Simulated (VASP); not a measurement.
Write the native input for VASP 6.6.1 that does the following.

- Task: relaxation of cell and atoms
- Functional: PBEsol
- Dispersion: D3(BJ)
- Potentials or basis: VASP PAW PBE potentials, release 64 (Te, Pt)
- Cutoff: 600 eV
- k mesh: 9 × 9 × 9
- Occupations: gaussian, width 0.1 eV
- Spin: no spin polarisation
- Further INCAR settings: ALGO = Normal; EDIFF = 1e-07; IBRION = 2; EDIFFG = -0.004; NSW = 80; ISIF = 3

The structure of TePt lies in POSCAR:

```
TePt
1.0
    1.9815661300      1.1440577400      6.6610334800
   -1.9815661300      1.1440577400      6.6610334800
    0.0000000000     -2.2881154700      6.6610334800
Te Pt
2 2
Direct
    0.5980000000      0.5980000000      0.5980000000
    0.4020000000      0.4020000000      0.4020000000
    0.8703333300      0.8703333300      0.8703333300
    0.1296666700      0.1296666700      0.1296666700
```

The input as run:

INCAR

```
SYSTEM = TePt
ALGO = Normal
EDIFF = 1E-7
EDIFFG = -0.004
ENCUT = 600
GGA = PS
IBRION = 2
ISIF = 3
ISMEAR = 0
IVDW = 12
LASPH = .TRUE.
LCHARG = .FALSE.
LREAL = .FALSE.
LWAVE = .FALSE.
NELM = 80
NSW = 80
PREC = Accurate
SIGMA = 0.1
```

KPOINTS

```
k-points
0
G
  9 9 9
  0 0 0
```

Potentials or basis: VASP PAW PBE potentials, release 64 (Te, Pt).

The run is started by

```console
$ cat potpaw_PBE.64/Te/POTCAR potpaw_PBE.64/Pt/POTCAR > POTCAR
$ mpirun -np 1 vasp_std > vasp.out
```

It gave:

| Quantity | Value |
| --- | --- |
| Relaxed volume | 21.27 Å³/atom |
| Relaxed cell | a = 6.778 Å, b = 6.778 Å, c = 6.778 Å, α = 33.62°, β = 33.62°, γ = 33.62° |
| Space group after relaxing (to 0.05 Å) | R-3m (No. 166) |
| Energy gained by relaxing | 21.8 meV/atom |
| Ionic steps | 16 |
| Pressure after relaxing | 0.0 GPa |
| Largest force after relaxing | 0.004 eV/Å |
| Band gap on the k mesh | none (metal or under the smearing width) |
| Dispersion energy per atom | -0.587 eV |

Caveat: the PAW data sets were made with another functional, which shifts forces and pressure a little; pairwise dispersion overbinds metals, which lowers pressure and volume.

Run time: 60 min on 1 thread of Intel(R) Xeon(R) Platinum 8488C (Sapphire Rapids) (shared host), peak memory 0.6 GiB.
